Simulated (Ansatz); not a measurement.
Runs of Ansatz 0.2.0 on CdSe. Symmetry: F-43m, No. 216, cubic system. Conventional cell: a = 6.141 Å, b = 6.141 Å, c = 6.141 Å, α = 90.00°, β = 90.00°, γ = 90.00°. Around Cd (site symmetry -43m) lie 4 Se at 2.66 Å. Around Se (site symmetry -43m) lie 4 Cd at 2.66 Å. Measurements of this composition are mostly on another form, of space group No. 186.

```csv
task,level,spin,cell,k mesh,cutoff (eV),points for each segment of the path,mesh quality,gap on the mesh (eV),pressure (GPa),relaxed volume (Å³/atom)
single point,HSE06,"SOC, no magnetisation",as given,4 × 4 × 4,420,-,coarse,1.36,0.2,-
relaxation of cell and atoms,BLYP+D4,off,relaxed,8 × 8 × 8,420,-,not flagged,0.46,0.0,29.06
band structure,PBEsol0,off,as given,4 × 4 × 4,420,4,coarse,2.01,-1.8,-
band structure,r2SCAN50,off,as given,4 × 4 × 4,500,4,coarse,(b),-1.2,-
relaxation of cell and atoms,BLYP+D3(BJ),off,relaxed,8 × 8 × 8,420,-,not flagged,0.50,0.0,28.58
band structure,LDA,off,as given,8 × 8 × 8,420,14,not flagged,0.27,(c),-
band structure,r2SCAN,"SOC, no magnetisation",as given,6 × 6 × 6,500,14,not flagged,0.92,-0.2,-
band structure,HSE06,off,as given,4 × 4 × 4,420,4,coarse,1.49,0.2,-
band structure,HF,off,as given,4 × 4 × 4,420,4,coarse,7.59,4.4,-
band structure,PBE0,off,as given,4 × 4 × 4,420,4,coarse,2.14,(a),-
band structure,HSEsol,off,as given,4 × 4 × 4,420,4,coarse,1.35,-1.7,-
```

Alike in all rows: potentials or basis Ansatz PAW; smearing fermi-dirac 0.05 eV.

Question: Fill in the values left out.

Answer: (a) 0.1; (b) 3.89; (c) -3.3.

Caveats: some runs use coarse meshes; the PAW data sets come from PBE, with cores solved anew for the run's functional, which leaves a small shift of forces and pressure; the thresholds are loose for stress (some runs); the plane-wave basis is chosen anew once the cell has moved, so the energies of steps on either side of that aren't comparable (some runs).

A k mesh can miss the band edges, and rows without SOC leave out spin-orbit coupling on Cd, Se.

Runs at the PBE level aren't shown here.
